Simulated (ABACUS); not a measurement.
# Sb (R-3m) in ABACUS: settings compared

One crystal, Sb, is run at these levels: HSE-type (share 0.1, screening 0.11/bohr), HSE-type (share 0.25, screening 0.11/bohr), HSE-type (share 0.4, screening 0.11/bohr), r2SCAN; tasks: single point.

Program: ABACUS 3.10.1. These are calculated values, not measurements. Logs are shortened: lines on timing, memory, paths and dates and some standing lists are left out, and cuts for length are marked.

## 1. The structure

Symmetry: R-3m, No. 166, trigonal system. The conventional cell has a = 4.308 Å, b = 4.308 Å, c = 11.274 Å, α = 90.00°, β = 90.00°, γ = 120.00°. Sb (site symmetry 3m) has 3 Sb at 2.91 Å as nearest neighbours.

## 2. Single point, HSE-type (share 0.1, screening 0.11/bohr)

INPUT reads:

```
INPUT_PARAMETERS
suffix              Sb
calculation         scf
basis_type          lcao
pseudo_dir          ./
orbital_dir         ./
symmetry            1
dft_functional      hse
ecutwfc             100
pseudo_rcut         7
nspin               1
nbands              19
ks_solver           genelpa
smearing_method     fd
smearing_sigma      0.00367493
scf_thr             1e-07
scf_nmax            100
mixing_type         broyden
mixing_beta         0.7
exx_hybrid_alpha    0.1
exx_hse_omega       0.11
exx_separate_loop   1
scf_ene_thr         1e-05
exx_pca_threshold   0.001
out_mul             1
```

STRU reads:

```
ATOMIC_SPECIES
Sb 121.7600 Sb_ONCV_PBE-1.2.upf

NUMERICAL_ORBITAL
Sb_confined-atom_8au_2s2p2d.orb

LATTICE_CONSTANT
1.8897261246

LATTICE_VECTORS
2.1542000000 1.2437279499 3.7580000000
-2.1542000000 1.2437279499 3.7580000000
0.0000000000 -2.4874558998 3.7580000000

ATOMIC_POSITIONS
Direct

Sb
0.0
2
0.7665100000 0.7665100000 0.7665100000 1 1 1
0.2334900000 0.2334900000 0.2334900000 1 1 1
```

KPT reads:

```
K_POINTS
0
Gamma
4 4 4 0 0 0
```

Potentials or basis: SG15 ONCV 1.2 PBE, DZP LCAO (the cutoffs set its grid).

The run is started by

```bash
$ OMP_NUM_THREADS=8 abacus > log
```

running log:

```text
ABACUS v3.10.1

               Atomic-orbital Based Ab-initio Computation at UStc

 ------------------------------------------------------------------------------------

 READING GENERAL INFORMATION
                           global_out_dir = OUT.Sb/
                           global_in_card = INPUT
                               pseudo_dir = ./
                              orbital_dir = ./
                                    DSIZE = 1
                                    GSIZE = 1

 READING UNITCELL INFORMATION
                                    ntype = 1
                  lattice constant (Bohr) = 1.88973
              lattice constant (Angstrom) = 1

 READING ATOM TYPE 1
                               atom label = Sb
                      L=0, number of zeta = 2
                      L=1, number of zeta = 2
                      L=2, number of zeta = 2
             number of atom for this type = 2

                        TOTAL ATOM NUMBER = 2
DIRECT COORDINATES
    atom                   x                   y                   z     mag                  vx                  vy                  vz
taud_Sb1            0.7665100000        0.7665100000        0.7665100000  0.0000        0.0000000000        0.0000000000        0.0000000000
taud_Sb2            0.2334900000        0.2334900000        0.2334900000  0.0000        0.0000000000        0.0000000000        0.0000000000

                          Volume (Bohr^3) = 407.677
                             Volume (A^3) = 60.4114

 Lattice vectors: (Cartesian coordinate: in unit of a_0)
              +2.1542            +1.24373              +3.758
              -2.1542            +1.24373              +3.758
                   +0            -2.48746              +3.758
 Reciprocal vectors: (Cartesian coordinate: in unit of 2 pi/a_0)
            +0.232105           +0.134006          +0.0886997
            -0.232105           +0.134006          +0.0886997
                   +0           -0.268011          +0.0886997
 The esolver type has been set to : ksdft_lcao

                PAO radial cut off (Bohr) = 7

 Read in pseudopotential file is Sb_ONCV_PBE-1.2.upf
                     pseudopotential type = NC
          exchange-correlation functional = PBE
                 nonlocal core correction = 0
                        valence electrons = 15
                                     lmax = 2
                           number of zeta = 0
                     number of projectors = 6
                           L of projector = 0
                           L of projector = 0
                           L of projector = 1
                           L of projector = 1
                           L of projector = 2
                           L of projector = 2
 XC functional updated to : hse
          exchange-correlation functional = HSE
     initial pseudo atomic orbital number = 0

 SETUP THE ELECTRONS NUMBER
            electron number of element Sb = 15
      total electron number of element Sb = 30
            AUTOSET number of electrons:  = 30
                           occupied bands = 15
                                   NLOCAL = 36
                                   NBANDS = 19
                                   NBANDS = 19
                                   NLOCAL = 36

%%%%%%%%%%%%%%%%%%%%%%%%%%%%%%%%%%%%%%%%%%%%%%%%%%%%%%%%%%%%%%%%%%%%%%%%%%%%%%%%%%%%%%%%%%%%%%%%%%%%%%%%%%
 Warning: the number of valence electrons in pseudopotential > 5 for Sb: [Kr] 4d10 5s2 5p3
 Pseudopotentials with additional electrons can yield (more) accurate outcomes, but may be less efficient.
 If you're confident that your chosen pseudopotential is appropriate, you can safely ignore this warning.
%%%%%%%%%%%%%%%%%%%%%%%%%%%%%%%%%%%%%%%%%%%%%%%%%%%%%%%%%%%%%%%%%%%%%%%%%%%%%%%%%%%%%%%%%%%%%%%%%%%%%%%%%%

 SETUP THE PLANE WAVE BASIS
 energy cutoff for charge/potential (unit:Ry) = 400
            fft grid for charge/potential = [ 60, 60, 60 ]
                        fft grid division = [ 4, 4, 4 ]
[... 49 lines left out ...]
       7  0.50000000  0.50000000  0.00000000  0.0469      10
       8  0.25000000  0.25000000  0.25000000  0.0312      21
       9  0.50000000  0.25000000  0.25000000  0.0938      22
      10  0.25000000  0.25000000 -0.25000000  0.0938      23
      11  0.50000000  0.50000000  0.25000000  0.0938      26
      12  0.50000000  0.25000000 -0.25000000  0.0938      27
      13  0.50000000  0.50000000  0.50000000  0.0156      42

                               nkstot now = 13
[... K-POINTS DIRECT COORDINATES: 13 rows ...]

           k-point number in this process = 13
       minimum distributed K point number = 13
[... stars of the k points ...]

[... K-POINTS CARTESIAN COORDINATES: 13 rows ...]

[... K-POINTS DIRECT COORDINATES: 13 rows ...]

 SETUP PLANE WAVES FOR WAVE FUNCTIONS
     energy cutoff for wavefunc (unit:Ry) = 100
              fft grid for wave functions = [ 60, 60, 60 ]
                    number of plane waves = 8249
                         number of sticks = 553

 PARALLEL PW FOR WAVE FUNCTIONS
     PROC   COLUMNS(POT)             PW
        1            553           8249
 --------------- sum -------------------
        1            553           8249

 SET NONLOCAL PSEUDOPOTENTIAL PROJECTORS
 max number of nonlocal projetors among all species is 6

 Auxiliary basis functions
		Sb		5 s		4 p		5 d		3 f		3 g

 -------------------------------------------
 SELF-CONSISTENT
 -------------------------------------------

 SETUP SEARCHING RADIUS FOR PROGRAM TO SEARCH ADJACENT ATOMS
                  longest orb rcut (Bohr) = 8
   longest nonlocal projector rcut (Bohr) = 3.62
                     search radius (Bohr) = 23.2
              searching radius is (Bohr)) = 23.2
         searching radius unit is (Bohr)) = 1.89
                         PeriodicBoundary = 1
                        Radius(unit:lat0) = 12.3
                                   glayer = [ 5, 5, 5 ]
                             glayer_minus = [ 4, 4, 4 ]

Find the coordinate range of the input atom(unit:lat0).
                                  min_tau = [ -17.2, -19.9, -42.5 ]
                                  max_tau = [ 17.2, 19.9, 53.7 ]
                                BoxNumber = [ 9, 9, 9 ]

 SETUP EXTENDED REAL SPACE GRID FOR GRID INTEGRATION
                          real space grid = [ 60, 60, 60 ]
                 big cell numbers in grid = [ 15, 15, 15 ]
             meshcell numbers in big cell = [ 4, 4, 4 ]
                        extended fft grid = [ 18, 18, 18 ]
                dimension of extened grid = [ 52, 52, 52 ]
                            UnitCellTotal = 125
              Atom number in sub-FFT-grid = 2
    Local orbitals number in sub-FFT-grid = 36
                                ParaV.nnr = 81000
                                 init_chg = atomic

 LCAO ALGORITHM --------------- ION=   1  ELEC=   1--------------------------------
 DeltaE_womix = -3830.8 eV

 Density error is 0.020319544153
----------------------------------------------------------
     Energy           Rydberg                 eV
----------------------------------------------------------
 E_KohnSham     -282.1206561838      -3838.4484475992
 E_Harris       -282.6875440912      -3846.1613532669
 E_Fermi        0.8997845517         12.2421968757
----------------------------------------------------------
[... 334 lines left out ...]
----------------------------------------------------------
 E_KohnSham     -281.6686828313      -3832.2990346605
 E_KS(sigma->0) -281.6685608671      -3832.2973752522
 E_Harris       -281.6686836508      -3832.2990458109
 E_band         -20.5413247838       -279.4790615278
 E_one_elec     -90.7467949339       -1234.6734863384
 E_Hartree      56.1764747287        764.3201498635
 E_xc           -29.2799772469       -398.3745278685
 E_Ewald        -215.7089701890      -2934.8711042830
 E_entropy(-TS) -0.0002439284        -0.0033188166
 E_descf        0.0000000000         0.0000000000
 E_exx          -2.1091712617        -28.6967472175
 E_Fermi        0.8901713245         12.1114022097
----------------------------------------------------------

 charge density convergence is achieved
 final etot is -3832.2990347 eV
 EFERMI = 12.11140221 eV

 STATE ENERGY(eV) AND OCCUPATIONS    NSPIN == 1
 1/13 kpoint (Cartesian) = 0.0000 0.0000 0.0000 (6875 pws)
       1       -17.4194      0.0312500
       2       -17.4194      0.0312500
       3       -17.3083      0.0312500
       4       -17.3083      0.0312500
       5       -17.2599      0.0312500
       6       -17.1711      0.0312500
[... 104 lines left out ...]
       6       -17.2247       0.187500
[... 11 lines left out ...]
      18        16.8536    1.20992e-42
      19        18.4833    8.45970e-57

[... levels at 7 further k points ...]

 --------------------------------------------
 !FINAL_ETOT_IS -3832.299034660495 eV
 --------------------------------------------
```

Wall time 64 s (8 threads of AMD EPYC 7R43 (Zen 3), shared host); peak memory 2.4 GiB.

Results:

```
Free energy            : -3832.2990 eV
Band gap on the k mesh : 0.22 eV, direct
```

Levels at points of the mesh, in eV from the valence-band top:
| k point | band 12 | band 13 | band 14 | band 15 | band 16 | band 17 | band 18 | band 19 |
| --- | --- | --- | --- | --- | --- | --- | --- | --- |
| (0.00, 0.00, 0.00) | -4.73 | -1.90 | -1.62 | -1.62 | 2.64 | 3.30 | 3.30 | 5.95 |
| (0.50, 0.00, 0.00) | -9.80 | -1.79 | -1.63 | 0.00 | 0.22 | 0.66 | 0.88 | 9.57 |
| (0.50, 0.50, 0.00) | -8.09 | -5.40 | -3.65 | -3.57 | 2.23 | 5.56 | 6.37 | 7.42 |
| (0.50, 0.50, 0.50) | -9.09 | -1.14 | -1.14 | -0.06 | 0.49 | 0.49 | 1.59 | 8.92 |

Caveat: the k mesh is coarse (spacing up to 0.44 Å⁻¹), so the values aren't converged, least of all with exact exchange; the atomic orbitals were generated for these runs and aren't a published set; gaps of hybrids in this basis differ from plane-wave ones by up to 0.1 eV; the potentials were made for another functional, which shifts forces and pressure; spin-orbit coupling is left out, which moves the levels of the heavy elements; the basis of atomic orbitals isn't converged, which shifts pressures, moduli and gaps.

## 3. Single point, HSE-type (share 0.25, screening 0.11/bohr)

Edit INPUT of step 2 so:

```diff
@@ -19,3 +19,3 @@
 mixing_beta         0.7
-exx_hybrid_alpha    0.1
+exx_hybrid_alpha    0.25
 exx_hse_omega       0.11
```

STRU is that of step 2.

KPT is that of step 2.

Potentials or basis: SG15 ONCV 1.2 PBE, DZP LCAO (the cutoffs set its grid).

The run is started by

```bash
$ OMP_NUM_THREADS=8 abacus > log
```

It took 81 s on 8 threads of AMD EPYC 7R43 (Zen 3), shared host; peak memory 2.4 GiB.

Results (log left out):

```
Free energy            : -3822.8482 eV
Band gap on the k mesh : 0.35 eV, indirect (least direct gap 0.45 eV)
```

Levels at points of the mesh, in eV from the valence-band top:
```
           k point  band 11  band 12  band 13  band 14  band 15  band 16  band 17  band 18  band 19
(0.00, 0.00, 0.00)   -13.88    -5.01    -2.16    -1.87    -1.87     2.83     3.50     3.50     6.48
(0.50, 0.00, 0.00)   -11.30   -10.46    -2.03    -1.84    -0.10     0.35     0.83     1.02    10.09
(0.50, 0.50, 0.00)   -11.25    -8.63    -5.79    -3.99    -3.90     2.58     5.81     6.68     7.72
(0.50, 0.50, 0.50)   -12.23    -9.70    -1.33    -1.33     0.00     0.58     0.58     1.65     9.42
```

Caveat: the k mesh is coarse (spacing up to 0.44 Å⁻¹), so the values aren't converged, least of all with exact exchange; the atomic orbitals were generated for these runs and aren't a published set; gaps of hybrids in this basis differ from plane-wave ones by up to 0.1 eV; the potentials were made for another functional, which shifts forces and pressure; spin-orbit coupling is left out, which moves the levels of the heavy elements; the basis of atomic orbitals isn't converged, which shifts pressures, moduli and gaps.

## 4. Single point, HSE-type (share 0.4, screening 0.11/bohr)

Edit INPUT of step 3 so:

```diff
@@ -19,3 +19,3 @@
 mixing_beta         0.7
-exx_hybrid_alpha    0.25
+exx_hybrid_alpha    0.4
 exx_hse_omega       0.11
```

STRU is that of step 3.

KPT is that of step 3.

The run is started by

```bash
$ OMP_NUM_THREADS=8 abacus > log
```

Run time: 95 s. Hardware: 8 threads of AMD EPYC 7R43 (Zen 3), shared host; peak memory 2.4 GiB.

The run converged. Its results:

```yaml
Free_energy: -3813.4572 eV
Band_gap_on_the_k_mesh: 0.42 eV, indirect (least direct gap 0.60 eV)
```

Levels at points of the mesh, in eV from the valence-band top:
```
           k point  band 13  band 14  band 15  band 16  band 17  band 18
(0.00, 0.00, 0.00)    -2.52    -2.22    -2.22     2.94     3.62     3.62
(0.50, 0.00, 0.00)    -2.36    -2.16    -0.30     0.42     0.93     1.08
(0.50, 0.50, 0.00)    -6.27    -4.41    -4.32     2.85     5.98     6.92
(0.50, 0.50, 0.50)    -1.62    -1.62     0.00     0.60     0.60     1.59
```

Caveat: the k mesh is coarse (spacing up to 0.44 Å⁻¹), so the values aren't converged, least of all with exact exchange; the atomic orbitals were generated for these runs and aren't a published set; gaps of hybrids in this basis differ from plane-wave ones by up to 0.1 eV; the potentials were made for another functional, which shifts forces and pressure; spin-orbit coupling is left out, which moves the levels of the heavy elements; the basis of atomic orbitals isn't converged, which shifts pressures, moduli and gaps.

## 5. Single point, r2SCAN

run_abacus.py reads:

```python
"""ABACUS run from a structure file: ASE reads it, the script writes STRU, KPT and INPUT."""
import re
import subprocess
from ase.io import read
from ase.units import Bohr

atoms = read("POSCAR")
atoms = atoms[(-atoms.numbers).argsort(kind="stable")]  # ABACUS lists atoms element by element
pseudo = {'Sb': 'Sb_ONCV_PBE-1.2.upf'}
orbital = {}
magmoms = None
kmesh = [5, 5, 5]
params = {
    'suffix': 'Sb',
    'calculation': 'scf',
    'basis_type': 'pw',
    'pseudo_dir': './',
    'symmetry': 1,
    'dft_functional': 'MGGA_X_R2SCAN+MGGA_C_R2SCAN',
    'ecutwfc': 94,
    'pseudo_rcut': 7,
    'nspin': 1,
    'nbands': 25,
    'ks_solver': 'dav',
    'smearing_method': 'fd',
    'smearing_sigma': 0.00367493,
    'scf_thr': 1e-08,
    'scf_nmax': 100,
    'mixing_type': 'broyden',
    'mixing_beta': 0.7,
    'cal_force': 1,
    'cal_stress': 1,
    'mixing_tau': 1,
    'out_chg': 1,
    'kpar': 4,
}

symbols = atoms.get_chemical_symbols()
elements = list(dict.fromkeys(symbols))
lines = ["ATOMIC_SPECIES"] + [f"{e} {atoms.get_masses()[symbols.index(e)]:.4f} {pseudo[e]}" for e in elements]
if orbital:
    lines += ["", "NUMERICAL_ORBITAL"] + [orbital[e] for e in elements]
lines += ["", "LATTICE_CONSTANT", f"{1 / Bohr:.10f}", "", "LATTICE_VECTORS"]
lines += [" ".join(f"{x:.10f}" for x in v) for v in atoms.cell]
lines += ["", "ATOMIC_POSITIONS", "Direct"]
for e in elements:
    lines += ["", e, "0.0", str(symbols.count(e))]
    for i, p in enumerate(atoms.get_scaled_positions(wrap=False)):
        if symbols[i] == e:
            mag = "" if magmoms is None else " mag " + " ".join(str(x) for x in (magmoms[i] if isinstance(magmoms[i], list) else [magmoms[i]]))
            lines.append(" ".join(f"{x:.10f}" for x in p) + " 1 1 1" + mag)
open("STRU", "w").write("\n".join(lines) + "\n")
open("KPT", "w").write("K_POINTS\n0\nGamma\n%d %d %d 0 0 0\n" % tuple(kmesh))
open("INPUT", "w").write("INPUT_PARAMETERS\n" + "".join(f"{k:<20s}{v}\n" for k, v in params.items()))

done = subprocess.run(['mpirun', '-np', '4', 'abacus'])
if done.returncode:
    raise SystemExit(done.returncode)
log = open("OUT.Sb/running_scf.log").read()
print("final energy (eV):", re.findall(r"FINAL_ETOT_IS (\S+)", log))
```

POSCAR reads:

```
Sb
1.0
    2.1542000000      1.2437279499      3.7580000000
   -2.1542000000      1.2437279499      3.7580000000
    0.0000000000     -2.4874558998      3.7580000000
Sb
2
Direct
    0.7665100000      0.7665100000      0.7665100000
    0.2334900000      0.2334900000      0.2334900000
```

Potentials or basis: SG15 ONCV 1.2 PBE, plane waves.

The run is started by

```bash
$ OMP_NUM_THREADS=1 python run_abacus.py > log
```

It took 51 s on 4 MPI ranks of Intel Xeon 6975P-C (Granite Rapids), shared host; peak memory 0.56 GiB.

The run converged. Its results:

- Free energy: -3819.9785 eV
- Pressure: 0.1 GPa
- Largest force: 0.285 eV/Å
- Band gap on the k mesh: 0.40 eV, indirect (least direct gap 0.59 eV)

Forces in eV/Å, atoms in the order of the input:
```
Sb   0.000  0.000  0.285
Sb   0.000  0.000 -0.285
```

Stress tensor (GPa, compression positive):
```
 0.31  0.00  0.00
 0.00  0.31  0.00
 0.00  0.00 -0.22
```

Levels at points of the mesh, in eV from the valence-band top:
```tsv
k point	band 12	band 13	band 14	band 15	band 16	band 17	band 18	band 19
(0.00, 0.00, 0.00)	-5.27	-2.16	-1.89	-1.89	2.34	2.89	2.89	6.00
```

Caveat: the potentials were made for another functional, which shifts forces and pressure; spin-orbit coupling is left out, which moves the levels of the heavy elements; an odd mesh through Γ misses points on the zone boundary, where band edges often lie.

## 6. Overview

```csv
level,potentials or basis,k mesh,cutoff (eV),orbital files,SCF threshold on the density,eigensolver,share of exact exchange,screening of the exchange,mesh quality,gap on the mesh (eV)
"HSE-type (share 0.1, screening 0.11/bohr)","SG15 ONCV 1.2 PBE, DZP LCAO (the cutoffs set its grid)",4 × 4 × 4,1361,Sb Sb_confined-atom_8au_2s2p2d.orb,1e-07,genelpa,0.1,0.11 1/bohr,coarse,0.22
"HSE-type (share 0.25, screening 0.11/bohr)","SG15 ONCV 1.2 PBE, DZP LCAO (the cutoffs set its grid)",4 × 4 × 4,1361,Sb Sb_confined-atom_8au_2s2p2d.orb,1e-07,genelpa,0.25,0.11 1/bohr,coarse,0.35
"HSE-type (share 0.4, screening 0.11/bohr)","SG15 ONCV 1.2 PBE, DZP LCAO (the cutoffs set its grid)",4 × 4 × 4,1361,Sb Sb_confined-atom_8au_2s2p2d.orb,1e-07,genelpa,0.4,0.11 1/bohr,coarse,0.42
r2SCAN,"SG15 ONCV 1.2 PBE, plane waves",5 × 5 × 5,1279,-,1e-08,dav,-,-,not flagged,0.40
```

Alike in all rows: task single point; no spin polarisation; cell as given; smearing fermi-dirac 0.05 eV.

Caveats: some runs use coarse meshes; the potentials were made for another functional, which shifts forces and pressure; spin-orbit coupling is left out, which moves the levels of the heavy elements; the atomic orbitals were generated for these runs and aren't a published set (some runs); gaps of hybrids in this basis differ from plane-wave ones by up to 0.1 eV (some runs); the basis of atomic orbitals isn't converged, which shifts pressures, moduli and gaps (some runs); an odd mesh through Γ misses points on the zone boundary, where band edges often lie (some runs).

Total energies depend on the potentials used, so only differences within one code and one set of settings carry meaning.
